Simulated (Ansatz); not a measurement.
A run of Ansatz 0.2.0 is set up as follows.

input

```
crystal:
  lattice:
    - [2.74841, 0.0, 0.0]
    - [0.0, 2.74841, 0.0]
    - [0.0, 0.0, 2.74841]
  atoms:
    - { symbol: Au, position: [0.5, 0.5, 0.5] }
hamiltonian:
  xc: b3lyp
  pseudopotentials: { kind: paw }
kpoints:
  mp_grid: { grid: [5, 5, 5] }
scf:
  occupations: { method: fermi_dirac, width: 0.05 }
output:
  forces: true
  stress: true
  eigenvalues: true
relax:
  f_tol: 0.01
  max_steps: 40
  cell: { stress_tol: 0.05 }
```

**Question.** Estimate the space group after relaxing (to 0.05 Å).

**Answer.** Pm-3m (No. 221).

**Question.** What does it give for the relaxed cell?

**Answer.** a = 2.799 Å, b = 2.799 Å, c = 2.799 Å, α = 90.00°, β = 90.00°, γ = 90.00°.

**Question.** Predict the relaxed volume.

**Answer.** 21.93 Å³/atom.

**Question.** What does it give for the band gap on the k mesh?

**Answer.** None (metal or under the smearing width).

Step by step:
```
step  energy change (eV)  largest force (eV/Å)  volume (Å³)
   1              0.0000                0.0000        20.76
   2             -0.0048                0.0000        22.99
   3             -0.0174                0.0000        22.06
   4             -0.0177                0.0000        21.93
   5             -0.0185                0.0000        21.93
```

Caveat: the k mesh is coarse (spacing up to 0.46 Å⁻¹), so the values aren't converged, least of all with exact exchange; the plane-wave basis is chosen anew once the cell has moved, so the energies of steps on either side of that aren't comparable; the PAW data sets come from PBE, with cores solved anew for the run's functional, which leaves a small shift of forces and pressure. The run has no spin-orbit coupling, so splittings on Au are missing.
